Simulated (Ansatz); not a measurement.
## TiSi2: band structure with HSE06

TiSi2:

```
CELL_PARAMETERS angstrom
1.76511 -6.75928 0.00000
1.76511 6.75928 0.00000
0.00000 0.00000 3.56517
ATOMIC_POSITIONS crystal
Ti 0.10312 0.89688 0.25000
Ti 0.89688 0.10312 0.75000
Si 0.75031 0.24969 0.25000
Si 0.24969 0.75031 0.75000
Si 0.44175 0.55825 0.25000
Si 0.55825 0.44175 0.75000
```

The cell comes from a database or a generator and needn't be the stable form of this composition.

```
Program                             : Ansatz 0.2.0
Task                                : band structure
Functional                          : HSE06
Potentials or basis                 : Ansatz PAW
Cutoff                              : 420 eV (not typed: the program's choice for these potentials)
k mesh                              : 6 × 6 × 6
Occupations                         : fermi-dirac, width 0.05 eV
Spin                                : no spin polarisation
Path                                : [["G", "X", "S", "R", "A", "Z", "G", "Y", "X1", "A1", "T", "Y"], ["Z", "T"]]
Points for each segment of the path : 4
```

```json
{"Pressure": "-1.5 GPa", "Largest force": "0.195 eV/Å", "Band gap on the k mesh": "none (metal or under the smearing width)"}
```

Forces in eV/Å, atoms in the order of the input:
```
Ti   0.000 -0.021  0.000
Ti   0.000  0.021  0.000
Si   0.000 -0.032  0.000
Si   0.000  0.032  0.000
Si   0.000  0.195  0.000
Si   0.000 -0.195  0.000
```

Stress tensor (GPa, compression positive):
```
-1.58  0.00  0.00
 0.00 -1.21  0.00
 0.00  0.00 -1.78
```

Levels at the corners of the path, in eV from the Fermi level:
```csv
point,band 16,band 17,band 18,band 19,band 20,band 21,band 22,band 23,band 24,band 25
Γ,-2.95,-2.63,-2.52,-2.47,0.52,0.93,0.95,1.18,1.55,1.63
X,-3.95,-2.15,-1.41,-0.91,-0.84,-0.34,1.42,1.59,2.00,2.25
S,-2.96,-2.08,-1.87,-0.73,-0.72,-0.71,1.40,1.70,2.06,2.36
R,-4.91,-3.93,-3.93,-3.01,-3.01,2.34,2.34,2.70,2.70,2.91
A,-4.72,-4.08,-4.08,-2.92,-2.92,2.40,2.40,2.53,2.53,2.75
Z,-2.86,-1.92,-1.92,-0.13,-0.13,0.97,0.97,1.69,1.69,2.32
Γ,-2.95,-2.63,-2.52,-2.47,0.52,0.93,0.95,1.18,1.55,1.63
Y,-3.20,-2.88,-2.46,-1.40,0.41,0.82,0.92,1.06,1.44,2.50
X1,-3.95,-2.15,-1.41,-0.91,-0.84,-0.34,1.42,1.59,2.00,2.25
A1,-4.72,-4.08,-4.08,-2.92,-2.92,2.40,2.40,2.53,2.53,2.75
T,-3.99,-2.58,-2.58,-1.09,-1.09,0.67,0.67,2.35,2.35,2.91
Y,-3.20,-2.88,-2.46,-1.40,0.41,0.82,0.92,1.06,1.44,2.50
Z,-2.86,-1.92,-1.92,-0.13,-0.13,0.97,0.97,1.69,1.69,2.32
T,-3.99,-2.58,-2.58,-1.09,-1.09,0.67,0.67,2.35,2.35,2.91
```

It took 3.7 min on 1 × NVIDIA H100 80GB HBM3 with 2 threads of AMD EPYC 7R13 Processor (Zen 3), on a shared host, peak memory 4.5 GiB.

Caveat: the PAW data sets come from PBE, with cores solved anew for the run's functional, which leaves a small shift of forces and pressure; the thresholds are loose for stress.
